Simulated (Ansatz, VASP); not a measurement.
In: VASP beside Ansatz

```
In
1.0
     0.00000    2.39561    2.39561
     2.39561    0.00000    2.39561
     2.39561    2.39561    0.00000
In
1
Direct
  0.00000 0.00000 0.00000
```

Alike in both runs: task electric field gradients; functional r2SCAN; k mesh 15 × 15 × 15; occupations fermi-dirac, width 0.05 eV; no spin polarisation.

|  | VASP | Ansatz |
| --- | --- | --- |
| version | VASP 6.6.1 | Ansatz 0.2.0 |
| potentials or method | VASP PAW PBE potentials, release 64 (In_d) | PAW with Ansatz's default frozen-core files, scalar-relativistic |
| plane-wave cutoff (eV) | 520 | 500 |
| valence electrons in the cell | 13 | 13 |

|  | VASP | Ansatz | Ansatz less VASP |
| --- | --- | --- | --- |
| pressure (GPa) | -1.7 | -1.7 | -0.01 |
| Vzz of the field gradient on the site that differs most (V/Å²) | 0.0 | 0.0 | 0.00 |

Ansatz warned: «gradients_without_spin_orbit».

Caveats: the PAW data sets were made with another functional, which shifts forces and pressure a little (VASP).
